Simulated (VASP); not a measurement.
# KBr (Fm-3m) in VASP: notebook

Runs on KBr. Level: PBEsol. Tasks: relaxation of the atoms.

All numbers are computed with VASP 6.6.1; they aren't measurements. Logs are shortened: lines on timing, memory, paths and dates and some standing lists are left out, and cuts for length are marked.

## (1) The crystal as given

It takes space group Fm-3m (No. 225, cubic). Conventional cell: a = 6.560 Å, b = 6.560 Å, c = 6.560 Å, α = 90.00°, β = 90.00°, γ = 90.00°. Around K (site symmetry m-3m) lie 6 Br at 3.28 Å. Br (site symmetry m-3m) has 6 K at 3.28 Å as nearest neighbours.

## (2) Relaxation of the atoms, PBEsol (a relaxed cell with its volume scaled by 0.98)

Contents of INCAR:

```
SYSTEM = KBr
ALGO = Normal
EDIFF = 1E-7
EDIFFG = -0.01
ENCUT = 600
GGA = PS
IBRION = 2
ISIF = 2
ISMEAR = 0
LASPH = .True.
LCHARG = .False.
LREAL = .False.
LWAVE = .False.
NELM = 80
NSW = 40
PREC = Accurate
SIGMA = 0.03
```

Contents of KPOINTS:

```
k-points
0
Gamma
  8 8 8
  0 0 0
```

Contents of POSCAR:

```
KBr                                     
1.0
    0.0000000000      3.2578791232      3.2578791232
    3.2578791232      0.0000000000      3.2578791232
    3.2578791232      3.2578791232      0.0000000000
  K               Br            
     1     1
Direct
     0.0000000000000000    0.0000000000000000    0.0000000000000000
     0.5000000000000000    0.5000000000000000    0.5000000000000000
```

Potentials or basis: VASP PAW PBE potentials, release 64 (K_sv, Br).

Run with:

```bash
> cat potpaw_PBE.64/K_sv/POTCAR potpaw_PBE.64/Br/POTCAR > POTCAR
> mpirun -np 1 vasp_std > vasp.out
```

OUTCAR:

```text
SYSTEM = KBr
   EDIFF = 1E-7
   EDIFFG = -0.01
   ENCUT = 600
   GGA = PS
   IBRION = 2
   ISIF = 2
   ISMEAR = 0
   LASPH = .True.
   LREAL = .False.
   NELM = 80
   NSW = 40
   PREC = Accurate

 ion  position               nearest neighbor table
   1  0.000  0.000  0.000-   2 3.26   2 3.26   2 3.26   2 3.26   2 3.26   2 3.26
   2  0.500  0.500  0.500-   1 3.26   1 3.26   1 3.26   1 3.26   1 3.26   1 3.26

  LATTYP: Found a face centered cubic cell.
 ALAT       =     6.5157582464

  Lattice vectors:

 A1 = (   0.0000000000,   3.2578791232,   3.2578791232)
 A2 = (   3.2578791232,   0.0000000000,   3.2578791232)
 A3 = (   3.2578791232,   3.2578791232,   0.0000000000)

Analysis of symmetry for initial positions (statically):
=====================================================================
 Subroutine PRICEL returns:
 Original cell was already a primitive cell.

 Routine SETGRP: Setting up the symmetry group for a
 face centered cubic supercell.

 Subroutine GETGRP returns: Found 48 space group operations
 (whereof 48 operations were pure point group operations)
 out of a pool of 48 trial point group operations.

The static configuration has the point symmetry O_h .

Analysis of symmetry for dynamics (positions and initial velocities):
=====================================================================
 Subroutine PRICEL returns:
 Original cell was already a primitive cell.

 Routine SETGRP: Setting up the symmetry group for a
 face centered cubic supercell.

 Subroutine GETGRP returns: Found 48 space group operations
 (whereof 48 operations were pure point group operations)
 out of a pool of 48 trial point group operations.

The dynamic configuration has the point symmetry O_h .

 Subroutine INISYM returns: Found 48 space group operations
 (whereof 48 operations are pure point group operations),
 and found     1 'primitive' translations

----------------------------------------------------------------------------------------

                                     Primitive cell

  volume of cell :      69.1568

  direct lattice vectors                    reciprocal lattice vectors
     0.000000000  3.257879123  3.257879123    -0.153474080  0.153474080  0.153474080
     3.257879123  0.000000000  3.257879123     0.153474080 -0.153474080  0.153474080
     3.257879123  3.257879123  0.000000000     0.153474080  0.153474080 -0.153474080

  length of vectors
     4.607336841  4.607336841  4.607336841     0.265824904  0.265824904  0.265824904
[... 93 lines left out ...]
   NUPDOWN=      -1.0000    fix difference up-down
   EMIN   =  10.00;   EMAX   =-10.00  energy-range for DOS
   EFERMI =   0.00;   METHOD = LEGACY
   ISMEAR =     0;   SIGMA  =   0.03  broadening in eV -4-tet -1-fermi 0-gaus
   EFERMI_NEDOS =   21; number of points for ismear=-14 and -15
   IALGO  =     38    algorithm
   IMIX   =      4    mixing-type and parameters
     AMIX     =   0.40;   BMIX     =  1.00
     AMIX_MAG =   1.60;   BMIX_MAG =  1.00
  volume/ion in A,a.u.               =      34.58       233.35
  Fermi-wavevector in a.u.,A,eV,Ry     =   1.005009  1.899191 13.742465  1.010043
  Thomas-Fermi vector in A             =   2.137661
   LORBIT       =      0    0 simple, 1 ext, 2 COOP (PROOUT), +10 PAW based schemes
   GGA     = PS    functional components
   LHFCALC =     F    Hartree Fock is set to
   AEXX    =    0.0000 exact exchange contribution
   IVDW    =     0    specifies the selected vdW correction
   LEPSILON=     F    determine dielectric tensor
   LRPA    =     F    only Hartree local field effects (RPA)
 conjugate gradient relaxation of ions
 non-spin polarized calculation
 Gauss-broadening in eV      SIGMA  =   0.03
  energy-cutoff  :      600.00
  volume of cell :       69.16
 maximum number of plane-waves:      2332
 NGX is ok and might be reduce to    40
   NGX = 19   NGY = 19   NGZ = 19

 number of electron      16.0000001 magnetization

 Free energy of the ion-electron system (eV)
  ---------------------------------------------------
  ext. energy  EPLUGINS =         0.00000000
  ---------------------------------------------------
  free energy    TOTEN  =        -6.45859084 eV

  energy without entropy =       -6.45859084  energy(sigma->0) =       -6.45859084

 E-fermi :  -1.4462     XC(G=0):  -7.7084

 val. band max:       -1.6711429435   @ k =   0.0000   0.0000   0.0000
 cond. band min:       2.7034735297   @ k =   0.0000   0.0000   0.0000
 fundamental gap:      4.3746164732
 Fermi energy:        -1.4462390816

 k-point     1 :       0.0000    0.0000    0.0000
  band No.  band energies     occupation
      1     -29.2032      2.00000
      2     -14.0276      2.00000
      3     -12.7499      2.00000
      4     -12.7499      2.00000
      5     -12.7499      2.00000
      6      -1.6711      2.00000
      7      -1.6711      2.00000
      8      -1.6711      2.00000
      9       2.7035      0.00000
     10       5.8565      0.00000
     11       5.8565      0.00000
     12       5.8565      0.00000
[... 331 lines left out ...]
 k-point    24 :      -0.3750    0.2500    0.1250
  band No.  band energies     occupation
      1     -29.1949      2.00000
      2     -14.1144      2.00000
      3     -12.7920      2.00000
      4     -12.7743      2.00000
      5     -12.5849      2.00000
      6      -2.7221      2.00000
      7      -2.1821      2.00000
      8      -2.0686      2.00000
      9       5.2734      0.00000
     10       6.0900      0.00000
     11       7.2916      0.00000
     12       7.6990      0.00000

 [... further k-points ...]

------------------------ aborting loop because EDIFF is reached ----------------------------------------

  FORCE on cell =-STRESS in cart. coord.  units (eV):
  Direction    XX          YY          ZZ          XY          YZ          ZX
  --------------------------------------------------------------------------------------
  -------------------------------------------------------------------------------------
  Total        0.1376424      0.1376424      0.1376424      0.0000000     -0.0000000      0.0000000
  in kB        3.1888057      3.1888057      3.1888057      0.0000000     -0.0000000      0.0000000
  external PRESSURE =       3.1888057 kB  Pullay stress =       0.0000000 kB

 VOLUME and BASIS-vectors are now :
 -----------------------------------------------------------------------------
  energy-cutoff  :      600.00
  volume of cell :       69.16
      direct lattice vectors                 reciprocal lattice vectors
     0.000000000  3.257879123  3.257879123    -0.153474080  0.153474080  0.153474080
     3.257879123  0.000000000  3.257879123     0.153474080 -0.153474080  0.153474080
     3.257879123  3.257879123  0.000000000     0.153474080  0.153474080 -0.153474080

 POSITION                                       TOTAL-FORCE (eV/Angst)
 -----------------------------------------------------------------------------------
      0.00000      0.00000      0.00000        -0.000000     -0.000000      0.000000
      3.25788      3.25788      3.25788         0.000000      0.000000     -0.000000
 -----------------------------------------------------------------------------------
    total drift:                                0.000000     -0.000000     -0.000000

  FREE ENERGIE OF THE ION-ELECTRON SYSTEM (eV)
  ---------------------------------------------------
  free  energy   TOTEN  =        -6.4585908358 eV

  energy  without entropy=       -6.4585908358  energy(sigma->0) =       -6.45859084

 reached required accuracy - stopping structural energy minimisation
```

OSZICAR:

```text
N       E                     dE             d eps       ncg     rms          rms(c)
DAV:   1     0.114214605283E+03    0.11421E+03   -0.77317E+03   696   0.132E+03
DAV:   2     0.574160455473E+00   -0.11364E+03   -0.10576E+03   860   0.284E+02
DAV:   3    -0.631649963426E+01   -0.68907E+01   -0.68563E+01   904   0.661E+01
DAV:   4    -0.661646572326E+01   -0.29997E+00   -0.29967E+00  1276   0.113E+01
DAV:   5    -0.661737089899E+01   -0.90518E-03   -0.90515E-03   904   0.690E-01    0.326E+00
DAV:   6    -0.646322619804E+01    0.15414E+00   -0.25311E-01   836   0.281E+00    0.241E+00
DAV:   7    -0.645101715181E+01    0.12209E-01   -0.11360E-01   900   0.206E+00    0.115E+00
DAV:   8    -0.645790792910E+01   -0.68908E-02   -0.13210E-02   968   0.100E+00    0.151E-01
DAV:   9    -0.645817484335E+01   -0.26691E-03   -0.39970E-04   936   0.134E-01    0.836E-02
DAV:  10    -0.645858713733E+01   -0.41229E-03   -0.49342E-04   812   0.157E-01    0.248E-02
DAV:  11    -0.645858798877E+01   -0.85144E-06   -0.90178E-06  1028   0.200E-02    0.100E-02
DAV:  12    -0.645859022443E+01   -0.22357E-05   -0.23048E-06   848   0.131E-02    0.131E-03
DAV:  13    -0.645859071237E+01   -0.48794E-06   -0.60906E-07   872   0.543E-03    0.175E-03
DAV:  14    -0.645859082338E+01   -0.11100E-06   -0.70492E-08   668   0.211E-03    0.707E-04
DAV:  15    -0.645859083585E+01   -0.12473E-07   -0.60668E-09   560   0.801E-04
   1 F= -.64585908E+01 E0= -.64585908E+01  d E =-.645859E+01
```

CONTCAR:

```text
KBr
   1.00000000000000
     0.0000000000000000    3.2578791231999999    3.2578791231999999
     3.2578791231999999    0.0000000000000000    3.2578791231999999
     3.2578791231999999    3.2578791231999999    0.0000000000000000
  K               Br
     1     1
Direct
     0.0000000000000000    0.0000000000000000    0.0000000000000000
     0.5000000000000000    0.5000000000000000    0.5000000000000000

  0.00000000E+00  0.00000000E+00  0.00000000E+00
  0.00000000E+00  0.00000000E+00  0.00000000E+00
```

Run time: 24 s. Hardware: 1 thread of Intel Xeon Platinum 8488C (Sapphire Rapids), shared host; peak memory 0.24 GiB.

What came out:

```
Free energy             : -6.4586 eV
Pressure after relaxing : 0.3 GPa
Band gap on the k mesh  : 4.37 eV, direct
```

Final structure:
```xyz
2
Lattice="0.0000 3.2579 3.2579 3.2579 0.0000 3.2579 3.2579 3.2579 0.0000" Properties=species:S:1:pos:R:3 pbc="T T T"
K     0.0000    0.0000    0.0000
Br    3.2579    3.2579    3.2579
```

Caveat: the relaxation stopped at its first step, so nothing moved; the PAW data sets were made with another functional, which shifts forces and pressure a little. A k mesh can miss the band edges.

## (3) Relaxation of the atoms, PBEsol

INCAR is that of step 2.

KPOINTS is that of step 2.

Contents of POSCAR:

```
KBr                                     
1.0
    0.0000000000      3.2798924877      3.2798924877
    3.2798924877      0.0000000000      3.2798924877
    3.2798924877      3.2798924877      0.0000000000
  K               Br            
     1     1
Direct
     0.0000000000000000    0.0000000000000000    0.0000000000000000
     0.5000000000000000    0.5000000000000000    0.5000000000000000
```

Potentials or basis: VASP PAW PBE potentials, release 64 (K_sv, Br).

Run with:

```bash
> cat potpaw_PBE.64/K_sv/POTCAR potpaw_PBE.64/Br/POTCAR > POTCAR
> mpirun -np 1 vasp_std > vasp.out
```

Run time: 24 s. Hardware: 1 thread of Intel Xeon Platinum 8488C (Sapphire Rapids), shared host; peak memory 0.24 GiB.

Results (log left out):

```
Free energy             : -6.4600 eV
Pressure after relaxing : 0.0 GPa
Band gap on the k mesh  : 4.32 eV, direct
```

Final structure:
```
K Br
1.0
     0.00000    3.27989    3.27989
     3.27989    0.00000    3.27989
     3.27989    3.27989    0.00000
K Br
1 1
Cartesian
  0.0000 0.0000 0.0000
  3.2799 3.2799 3.2799
```

Levels at points of the mesh, in eV from the valence-band top:
| k point | band 4 | band 5 | band 6 | band 7 | band 8 | band 9 | band 10 | band 11 | band 12 |
| --- | --- | --- | --- | --- | --- | --- | --- | --- | --- |
| (0.00, 0.00, 0.00) | -11.12 | -11.12 | 0.00 | 0.00 | 0.00 | 4.32 | 7.53 | 7.53 | 7.53 |
| (0.50, 0.00, 0.00) | -11.12 | -10.88 | -1.25 | -0.36 | -0.36 | 6.47 | 8.19 | 9.77 | 9.77 |
| (0.50, 0.50, 0.00) | -11.16 | -11.16 | -0.85 | -0.30 | -0.30 | 5.72 | 7.16 | 9.36 | 9.45 |

Caveat: the relaxation stopped at its first step, so nothing moved; the PAW data sets were made with another functional, which shifts forces and pressure a little. A k mesh can miss the band edges.
